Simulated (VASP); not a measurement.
# Ti (Fm-3m) in VASP: a series of runs

One crystal, Ti, is run at these levels: PBEsol, LDA, PBE; tasks: relaxation of cell and atoms.

Program: VASP 6.6.1. These are calculated values, not measurements. Logs are shortened: lines on timing, memory, paths and dates and some standing lists are left out, and cuts for length are marked.

### 1 The crystal as given

Symmetry: Fm-3m, No. 225, cubic system. Conventional cell: a = 4.109 Å, b = 4.109 Å, c = 4.109 Å, α = 90.00°, β = 90.00°, γ = 90.00°. Ti (site symmetry m-3m) is surrounded by 12 Ti at 2.91 Å.

This isn't the form of Ti at room conditions, which is hcp.

### 2 Relaxation of cell and atoms, PBEsol

Contents of INCAR:

```
PREC = Accurate ; ENCUT = 600
EDIFF = 1E-7 ; ISMEAR = 0
SIGMA = 0.1 ; LREAL = F
LASPH = T ; NELM = 60
ALGO = Normal ; ISIF = 3
LWAVE = F ; LCHARG = F
GGA = PS ; IBRION = 2
NSW = 90 ; EDIFFG = -0.005
```

Contents of KPOINTS:

```
regular mesh
0
Gamma
  18 18 18
```

Contents of POSCAR:

```
Ti
1.0
    0.0000000000      2.0545745400      2.0545745400
    2.0545745400      0.0000000000      2.0545745400
    2.0545745400      2.0545745400      0.0000000000
Ti
1
Direct
    0.0000000000      0.0000000000      0.0000000000
```

Potentials or basis: VASP PAW PBE potentials, release 64 (Ti_sv).

Started as:

```
$ cat potpaw_PBE.64/Ti_sv/POTCAR > POTCAR
$ mpirun -np 1 vasp_std > vasp.out
```

OUTCAR:

```text
PREC = Accurate
   ENCUT = 600
   EDIFF = 1E-7
   ISMEAR = 0
   LREAL = F
   LASPH = T
   NELM = 60
   ISIF = 3
   GGA = PS
   IBRION = 2
   NSW = 90
   EDIFFG = -0.005

 ion  position               nearest neighbor table
   1  0.000  0.000  0.000-

  LATTYP: Found a face centered cubic cell.
 ALAT       =     4.1091490800

  Lattice vectors:

 A1 = (   0.0000000000,   2.0545745400,   2.0545745400)
 A2 = (   2.0545745400,   0.0000000000,   2.0545745400)
 A3 = (   2.0545745400,   2.0545745400,   0.0000000000)

Analysis of symmetry for initial positions (statically):
=====================================================================
 Subroutine PRICEL returns:
 Original cell was already a primitive cell.

 Routine SETGRP: Setting up the symmetry group for a
 face centered cubic supercell.

 Subroutine GETGRP returns: Found 48 space group operations
 (whereof 48 operations were pure point group operations)
 out of a pool of 48 trial point group operations.

The static configuration has the point symmetry O_h .

Analysis of symmetry for dynamics (positions and initial velocities):
=====================================================================
 Subroutine PRICEL returns:
 Original cell was already a primitive cell.

 Routine SETGRP: Setting up the symmetry group for a
 face centered cubic supercell.

 Subroutine GETGRP returns: Found 48 space group operations
 (whereof 48 operations were pure point group operations)
 out of a pool of 48 trial point group operations.

The dynamic configuration has the point symmetry O_h .

 Subroutine INISYM returns: Found 48 space group operations
 (whereof 48 operations are pure point group operations),
 and found     1 'primitive' translations

----------------------------------------------------------------------------------------

                                     Primitive cell

  volume of cell :      17.3459

  direct lattice vectors                    reciprocal lattice vectors
     0.000000000  2.054574540  2.054574540    -0.243359387  0.243359387  0.243359387
     2.054574540  0.000000000  2.054574540     0.243359387 -0.243359387  0.243359387
     2.054574540  2.054574540  0.000000000     0.243359387  0.243359387 -0.243359387

  length of vectors
     2.905607179  2.905607179  2.905607179     0.421510822  0.421510822  0.421510822

  position of ions in fractional coordinates (direct lattice)
     0.000000000  0.000000000  0.000000000

  ion indices of the primitive-cell ions
   primitive index   ion index
                 1           1

----------------------------------------------------------------------------------------

 KPOINTS: regular mesh

Automatic generation of k-mesh.
 Grid dimensions read from file:
 generate k-points for:   18   18   18

 Generating k-lattice:

  Cartesian coordinates                     Fractional coordinates (reciprocal lattice)
    -0.013519966  0.013519966  0.013519966     0.055555556  0.000000000  0.000000000
     0.013519966 -0.013519966  0.013519966     0.000000000  0.055555556  0.000000000
     0.013519966  0.013519966 -0.013519966     0.000000000  0.000000000  0.055555556

  Length of vectors
     0.023417268  0.023417268  0.023417268

  Shift w.r.t. Gamma in fractional coordinates (k-lattice)
     0.000000000  0.000000000  0.000000000

 Subroutine IBZKPT returns following result:
 ===========================================

 Found    195 irreducible k-points:

 Following reciprocal coordinates:
            Coordinates               Weight
  0.000000  0.000000  0.000000      1.000000
  0.055556  0.000000  0.000000      8.000000
  0.111111  0.000000  0.000000      8.000000
  0.166667  0.000000  0.000000      8.000000
  0.222222  0.000000  0.000000      8.000000
  0.277778  0.000000  0.000000      8.000000
[... 16 lines left out ...]
 -0.277778  0.055556  0.000000     24.000000
 -0.222222  0.055556  0.000000     24.000000
 [... further k-points ...]
   k-points           NKPTS =    195   k-points in BZ     NKDIM =    195   number of bands    NBANDS=     10
   number of dos      NEDOS =    301   number of ions     NIONS =      1
   total plane-waves  NPLWV =  13824
   dimension x,y,z NGX =    24 NGY =   24 NGZ =   24
   dimension x,y,z NGXF=    48 NGYF=   48 NGZF=   48
   ions per type =               1
   NGX,Y,Z   is equivalent  to a cutoff of  13.73, 13.73, 13.73 a.u.
   NGXF,Y,Z  is equivalent  to a cutoff of  27.46, 27.46, 27.46 a.u.
 SYSTEM =  unknown system
   PREC   = accura    normal or accurate (medium, high low for compatibility)
   ISTART =      0    job   : 0-new  1-cont  2-samecut
   ICHARG =      2    charge: 1-file 2-atom 10-const
   ISPIN  =      1    spin polarized calculation?
   LNONCOLLINEAR =      F non collinear calculations
   LSORBIT =      F    spin-orbit coupling
   LASPH  =      T    aspherical Exc in radial PAW
   ENCUT  =  600.0 eV  44.10 Ry    6.64 a.u.   5.80  5.80  5.80*2*pi/ulx,y,z
   NELM   =     60;   NELMIN=  2; NELMDL= -5     # of ELM steps
   EDIFF  = 0.1E-06   stopping-criterion for ELM
   LREAL  =      F    real-space projection
   EDIFFG = -.5E-02   stopping-criterion for IOM
   NSW    =     90    number of steps for IOM
   IBRION =      2    ionic relax: 0-MD 1-quasi-New 2-CG
   NFREE  =      1    steps in history (QN), initial steepest desc. (CG)
   ISIF   =      3    stress and relaxation
   ISYM   =      2    0-nonsym 1-usesym 2-fastsym
   POTIM  = 0.5000    time-step for ionic-motion
   TEBEG  =    0.0;   TEEND  =   0.0 temperature during run
   PSTRESS=    0.0 pullay stress
   NELECT =      12.0000    total number of electrons
   NUPDOWN=      -1.0000    fix difference up-down
   EMIN   =  10.00;   EMAX   =-10.00  energy-range for DOS
   EFERMI =   0.00;   METHOD = LEGACY
   ISMEAR =     0;   SIGMA  =   0.10  broadening in eV -4-tet -1-fermi 0-gaus
   EFERMI_NEDOS =   21; number of points for ismear=-14 and -15
   IALGO  =     38    algorithm
   IMIX   =      4    mixing-type and parameters
     AMIX     =   0.40;   BMIX     =  1.00
     AMIX_MAG =   1.60;   BMIX_MAG =  1.00
  volume/ion in A,a.u.               =      17.35       117.06
  Fermi-wavevector in a.u.,A,eV,Ry     =   1.447894  2.736122 28.523202  2.096396
  Thomas-Fermi vector in A             =   2.565797
   LORBIT       =      0    0 simple, 1 ext, 2 COOP (PROOUT), +10 PAW based schemes
   GGA     = PS    functional components
   LHFCALC =     F    Hartree Fock is set to
   AEXX    =    0.0000 exact exchange contribution
   IVDW    =     0    specifies the selected vdW correction
   LEPSILON=     F    determine dielectric tensor
   LRPA    =     F    only Hartree local field effects (RPA)
 conjugate gradient relaxation of ions
 non-spin polarized calculation
 Gauss-broadening in eV      SIGMA  =   0.10
  energy-cutoff  :      600.00
  volume of cell :       17.35
 maximum number of plane-waves:       589
   NGX = 11   NGY = 11   NGZ = 11

--------------------------------------- Ionic step        1  -------------------------------------------

 number of electron      12.0000002 magnetization

 Free energy of the ion-electron system (eV)
  ---------------------------------------------------
  ext. energy  EPLUGINS =         0.00000000
  ---------------------------------------------------
  free energy    TOTEN  =        -8.27753517 eV

  energy without entropy =       -8.26867822  energy(sigma->0) =       -8.27310670

------------------------ aborting loop because EDIFF is reached ----------------------------------------

  FORCE on cell =-STRESS in cart. coord.  units (eV):
  Direction    XX          YY          ZZ          XY          YZ          ZX
  --------------------------------------------------------------------------------------
  -------------------------------------------------------------------------------------
  Total       -0.4783559     -0.4783559     -0.4783559      0.0000000      0.0000000     -0.0000000
  in kB      -44.1840992    -44.1840992    -44.1840992      0.0000000      0.0000000     -0.0000000
  external PRESSURE =     -44.1840992 kB  Pullay stress =       0.0000000 kB
[... 55 lines left out ...]
  energy  without entropy=       -8.2746761424  energy(sigma->0) =       -8.27876523

--------------------------------------- Ionic step        3  -------------------------------------------

 number of electron      12.0000001 magnetization

 Free energy of the ion-electron system (eV)
  ---------------------------------------------------
  ext. energy  EPLUGINS =         0.00000000
  ---------------------------------------------------
  free energy    TOTEN  =        -8.28761665 eV

  energy without entropy =       -8.27913586  energy(sigma->0) =       -8.28337625

 E-fermi :   8.5582     XC(G=0): -11.8427

 val. band max:        8.5565181385   @ k =  -0.3333   0.3333   0.1111
 cond. band min:       8.5600322133   @ k =   0.2778   0.1111   0.0556
 fundamental gap:      0.0035140748
 Fermi energy:         8.5581661139

 k-point     1 :       0.0000    0.0000    0.0000
  band No.  band energies     occupation
      1     -47.8496      2.00000
      2     -23.7501      2.00000
      3     -23.7501      2.00000
      4     -23.7501      2.00000
      5       2.3594      2.00000
      6       9.4586      0.00000
      7       9.4586      0.00000
      8       9.4586      0.00000
      9      11.1811      0.00000
     10      11.1811      0.00000
[... 287 lines left out ...]
 k-point    24 :      -0.2222    0.0556    0.0000
  band No.  band energies     occupation
      1     -47.7773      2.00000
      2     -24.1275      2.00000
      3     -23.8224      2.00000
      4     -23.7889      2.00000
      5       4.1735      2.00000
      6       8.6077      0.48327
      7       9.6983      0.00000
      8       9.8035      0.00000
      9      10.9737      0.00000
     10      11.4885      0.00000

 [... further k-points ...]

------------------------ aborting loop because EDIFF is reached ----------------------------------------

  FORCE on cell =-STRESS in cart. coord.  units (eV):
  Direction    XX          YY          ZZ          XY          YZ          ZX
  --------------------------------------------------------------------------------------
  -------------------------------------------------------------------------------------
  Total       -0.0012390     -0.0012390     -0.0012390      0.0000000      0.0000000      0.0000000
  in kB       -0.1193106     -0.1193106     -0.1193106      0.0000000      0.0000000      0.0000000
  external PRESSURE =      -0.1193106 kB  Pullay stress =       0.0000000 kB
[... 16 lines left out ...]
  FREE ENERGIE OF THE ION-ELECTRON SYSTEM (eV)
  ---------------------------------------------------
  free  energy   TOTEN  =        -8.2876166487 eV

  energy  without entropy=       -8.2791358569  energy(sigma->0) =       -8.28337625

 reached required accuracy - stopping structural energy minimisation
```

Wall time 38 s (1 thread of Intel Xeon 6975P-C (Granite Rapids), shared host); peak memory 0.17 GiB.

Results:

* Free energy: -8.2876 eV
* Relaxed volume: 16.64 Å³/atom
* Relaxed cell: a = 2.866 Å, b = 2.866 Å, c = 2.866 Å, α = 60.00°, β = 60.00°, γ = 60.00°
* Space group after relaxing (to 0.05 Å): Fm-3m (No. 225)
* Energy gained by relaxing: 10.1 meV/atom
* Ionic steps: 3
* Pressure after relaxing: 0.0 GPa
* Band gap on the k mesh: none (metal or under the smearing width)

The path:
| step | energy change (eV) | largest force (eV/Å) | pressure (GPa) | volume (Å³) |
| --- | --- | --- | --- | --- |
| 1 | 0.0000 | 0.0000 | -4.42 | 17.35 |
| 2 | -0.0053 | 0.0000 | 3.37 | 16.17 |
| 3 | -0.0101 | 0.0000 | -0.01 | 16.64 |

Final structure:
```
Ti
1.0
     0.00000    2.02622    2.02622
     2.02622    0.00000    2.02622
     2.02622    2.02622    0.00000
Ti
1
Direct
  0.00000 0.00000 0.00000
```

Levels at points of the mesh, in eV from the Fermi level:
| k point | band 4 | band 5 | band 6 | band 7 | band 8 | band 9 |
| --- | --- | --- | --- | --- | --- | --- |
| (0.00, 0.00, 0.00) | -32.31 | -6.20 | 0.90 | 0.90 | 0.90 | 2.62 |
| (0.50, 0.00, 0.00) | -32.41 | -2.70 | 0.75 | 0.77 | 0.77 | 3.78 |
| (0.50, 0.50, 0.00) | -32.58 | -2.74 | -1.83 | 3.04 | 3.76 | 4.08 |

Caveat: the PAW data sets were made with another functional, which shifts forces and pressure a little.

### 3 Relaxation of cell and atoms, LDA

Changes to INCAR since step 2:

```diff
@@ -6,3 +6,3 @@
 LWAVE = F ; LCHARG = F
-GGA = PS ; IBRION = 2
-NSW = 90 ; EDIFFG = -0.005
+IBRION = 2 ; NSW = 90
+EDIFFG = -0.005
```

KPOINTS is that of step 2.

POSCAR is that of step 2.

Potentials or basis: VASP PAW LDA potentials, release 64 (Ti_sv).

Started as:

```
$ cat potpaw_LDA.64/Ti_sv/POTCAR > POTCAR
$ mpirun -np 1 vasp_std > vasp.out
```

Wall time 64 s (1 thread of Intel Xeon 6975P-C (Granite Rapids), shared host); peak memory 0.17 GiB.

Results (log left out):

```
Free energy                            : -8.5037 eV
Relaxed volume                         : 15.99 Å³/atom
Relaxed cell                           : a = 2.828 Å, b = 2.828 Å, c = 2.828 Å, α = 60.00°, β = 60.00°, γ = 60.00°
Space group after relaxing (to 0.05 Å) : Fm-3m (No. 225)
Energy gained by relaxing              : 38.6 meV/atom
Ionic steps                            : 6
Pressure after relaxing                : 0.0 GPa
Band gap on the k mesh                 : none (metal or under the smearing width)
```

Step by step:
```
step  energy change (eV)  largest force (eV/Å)  pressure (GPa)  volume (Å³)
   1              0.0000                0.0000           -8.58        17.35
   2             -0.0193                0.0000            7.41        15.12
   3             -0.0386                0.0000           -0.05        15.99
   4             -0.0386                0.0000            0.15        15.97
   5             -0.0386                0.0000           -0.09        16.00
   6             -0.0386                0.0000           -0.01        15.99
```

Final structure:
```cif
data_structure
_symmetry_space_group_name_H-M 'P 1'
_symmetry_Int_Tables_number 1
_cell_length_a 2.8276
_cell_length_b 2.8276
_cell_length_c 2.8276
_cell_angle_alpha 60.000
_cell_angle_beta 60.000
_cell_angle_gamma 60.000
_cell_volume 15.99
loop_
_atom_site_label
_atom_site_type_symbol
_atom_site_fract_x
_atom_site_fract_y
_atom_site_fract_z
_atom_site_occupancy
Ti1 Ti 0.00000 0.00000 0.00000 1
```

Levels at points of the mesh, in eV from the Fermi level:
| k point | band 4 | band 5 | band 6 | band 7 | band 8 | band 9 |
| --- | --- | --- | --- | --- | --- | --- |
| (0.00, 0.00, 0.00) | -32.01 | -6.20 | 0.89 | 0.89 | 0.89 | 2.69 |
| (0.50, 0.00, 0.00) | -32.12 | -2.78 | 0.74 | 0.74 | 0.96 | 3.92 |
| (0.50, 0.50, 0.00) | -32.32 | -2.89 | -1.97 | 3.32 | 3.89 | 4.25 |

### 4 Relaxation of cell and atoms, PBE

Changes to INCAR since step 3:

```diff
@@ -6,3 +6,3 @@
 LWAVE = F ; LCHARG = F
-IBRION = 2 ; NSW = 90
-EDIFFG = -0.005
+GGA = PE ; IBRION = 2
+NSW = 90 ; EDIFFG = -0.005
```

KPOINTS is that of step 3.

POSCAR is that of step 3.

Potentials or basis: VASP PAW PBE potentials, release 64 (Ti_sv).

Started as:

```
$ cat potpaw_PBE.64/Ti_sv/POTCAR > POTCAR
$ mpirun -np 1 vasp_std > vasp.out
```

It took 12 s on 1 thread of Intel Xeon 6975P-C (Granite Rapids), shared host; peak memory 0.17 GiB.

Results (log left out):

```yaml
Free_energy: -7.7819 eV
Pressure_after_relaxing: 0.0 GPa
Band_gap_on_the_k_mesh: none (metal or under the smearing width)
```

Final structure:
```yaml
crystal:
  lattice:
    - [0.00000, 2.05457, 2.05457]
    - [2.05457, 0.00000, 2.05457]
    - [2.05457, 2.05457, 0.00000]
  atoms:
    - { symbol: Ti, position: [0.00000, 0.00000, 0.00000] }
```

Levels at points of the mesh, in eV from the Fermi level:
| k point | band 2 | band 3 | band 4 | band 5 | band 6 | band 7 | band 8 | band 9 | band 10 |
| --- | --- | --- | --- | --- | --- | --- | --- | --- | --- |
| (0.00, 0.00, 0.00) | -32.57 | -32.57 | -32.57 | -6.10 | 0.87 | 0.87 | 0.87 | 2.51 | 2.51 |
| (0.50, 0.00, 0.00) | -33.24 | -32.65 | -32.65 | -2.59 | 0.63 | 0.76 | 0.76 | 3.58 | 3.58 |
| (0.50, 0.50, 0.00) | -33.19 | -32.80 | -32.80 | -2.58 | -1.71 | 2.85 | 3.57 | 3.85 | 3.85 |

Caveat: the relaxation stopped at its first step, so nothing moved.

### 5 Overview

```tsv
level	potentials or basis	gap on the mesh (eV)	pressure (GPa)	relaxed volume (Å³/atom)
PBEsol	VASP PAW PBE potentials, release 64 (Ti_sv)	none	0.0	16.64
LDA	VASP PAW LDA potentials, release 64 (Ti_sv)	none	0.0	15.99
PBE	VASP PAW PBE potentials, release 64 (Ti_sv)	none	0.0	-
```

Alike in all rows: task relaxation of cell and atoms; no spin polarisation; cell relaxed; k mesh 18 × 18 × 18; cutoff (eV) 600; smearing gaussian 0.1 eV.

Caveats: the PAW data sets were made with another functional, which shifts forces and pressure a little (some runs); the relaxation stopped at its first step, so nothing moved (some runs).

Total energies depend on the potentials used, so only differences within one code and one set of settings carry meaning.
